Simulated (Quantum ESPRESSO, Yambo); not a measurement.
An input for Yambo 5.3.0 (RbBr (Fm-3m)):

```
HF_and_locXC
gw0
dyson
ppa
em1d
rim_cut
RandQpts= 1000000
RandGvec= 1 RL
EXXRLvcs= 76 Ry
VXCRLvcs= 304 Ry
Chimod= "HARTREE"
% BndsRnXp
 1 | 348 |
%
NGsBlkXp= 15.5 Ry
% LongDrXp
 1 | 1 | 1 |
%
% GbndRnge
 1 | 348 |
%
DysSolver= "n"
ExtendOut
PPAPntXp= 27.21138 eV
% QPkrange
 1 | 1 | 12 | 15 |
%
```

The database entry behind the starting cell differs from later determinations by our own check (about 0.5 % short), so it need not match the best structure at ambient conditions.

```sh
OMP_NUM_THREADS=1 mpirun -n 4 yambo -F gw1.in -J gw1 -C gw1 > gw1.log
```

The stored states that it reads are on a 4×4×4 mesh. Symmetry: Fm-3m, No. 225, cubic system. The conventional cell has a = 6.854 Å, b = 6.854 Å, c = 6.854 Å, α = 90.00°, β = 90.00°, γ = 90.00°. Nearest to Rb lie 6 Br at 3.43 Å. Nearest to Br lie 6 Rb at 3.43 Å. Farther neighbours and most contacts between anions are not listed.

Q: How long will it take on 4 MPI ranks of Arm Neoverse V1, shared host, and how much memory?

It took 15 min; on shared hardware allow 7.3 min to 29 min. Peak host memory was 2.8 GiB.

The screening grows as filled bands × empty bands × pairs of k points, times the square of the screening basis for the matrix.

[Paths, hosts, dates, memory and timing lines, banners, echoed tables and standing remarks are left out of the program output.]

[Logs are printed without paths, hosts, clocks, repeated set-up lines and the standing remarks that a program may print on its own settings, such as how far it seeks lower states.]

[Runs of the session that timed out or met a known fault of the program may be left out.]

[Hosts, paths, dates, database ids (printed as entryN), source tags and the programs' standing remarks are cut or masked in the printed files.]
